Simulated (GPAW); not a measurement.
Crystal: C.

```
CELL_PARAMETERS angstrom
2.52210 0.00000 0.00000
-1.26105 2.18420 0.00000
0.00000 0.00000 8.23710
ATOMIC_POSITIONS crystal
C 0.66667 0.33333 0.84375
C 0.33333 0.66667 0.34375
C 0.66667 0.33333 0.65625
C 0.33333 0.66667 0.15625
C 0.00000 0.00000 0.90625
C 0.00000 0.00000 0.40625
C 0.00000 0.00000 0.59375
C 0.00000 0.00000 0.09375
```

This is a hexagonal form of diamond, not graphite.

| Quantity | Value |
| --- | --- |
| Program | GPAW 26.7.0 |
| Task | relaxation of cell and atoms |
| Functional | PBEsol |
| Dispersion | D3 |
| Potentials or basis | PAW data sets generated in the run's folder for this functional |
| Cutoff | 800 eV |
| Basis | pw |
| k mesh | 7 × 7 × 2 |
| Occupations | fermi-dirac, width 0.05 eV |
| Spin | no spin polarisation |

At the start: pressure -6.9 GPa; volume 5.67 Å³/atom.

Where does the relaxation end?

Over 7 steps the energy falls by 3.9 meV/atom and the volume is 5.58 Å³/atom (-1.6 %); space group P6_3/mmc (No. 194, to 0.05 Å).

The path:
```
step  energy change (eV)  largest force (eV/Å)  pressure (GPa)  volume (Å³)
   1              0.0000                0.3304           -6.88        45.38
   2             -0.0115                0.0894           -6.36        45.32
   3             -0.0175                0.0878           -5.27        45.21
   4             -0.0225                0.1724           -3.77        45.05
   5             -0.0287                0.1772           -1.03        44.77
   6             -0.0305                0.0776            0.20        44.65
   7             -0.0308                0.0093            0.25        44.64
```

Final structure:
```cif
data_structure
_symmetry_space_group_name_H-M 'P 1'
_symmetry_Int_Tables_number 1
_cell_length_a 2.5004
_cell_length_b 2.5004
_cell_length_c 8.2450
_cell_angle_alpha 90.000
_cell_angle_beta 90.000
_cell_angle_gamma 120.000
_cell_volume 44.64
loop_
_atom_site_label
_atom_site_type_symbol
_atom_site_fract_x
_atom_site_fract_y
_atom_site_fract_z
_atom_site_occupancy
C1 C 0.66667 0.33333 0.84447 1
C2 C 0.33333 0.66667 0.34447 1
C3 C 0.66667 0.33333 0.65553 1
C4 C 0.33333 0.66667 0.15553 1
C5 C 0.00000 0.00000 0.90705 1
C6 C 0.00000 0.00000 0.40705 1
C7 C 0.00000 0.00000 0.59295 1
C8 C 0.00000 0.00000 0.09295 1
```

Caveat: the k mesh is coarse; later steps reuse the first step's grids.
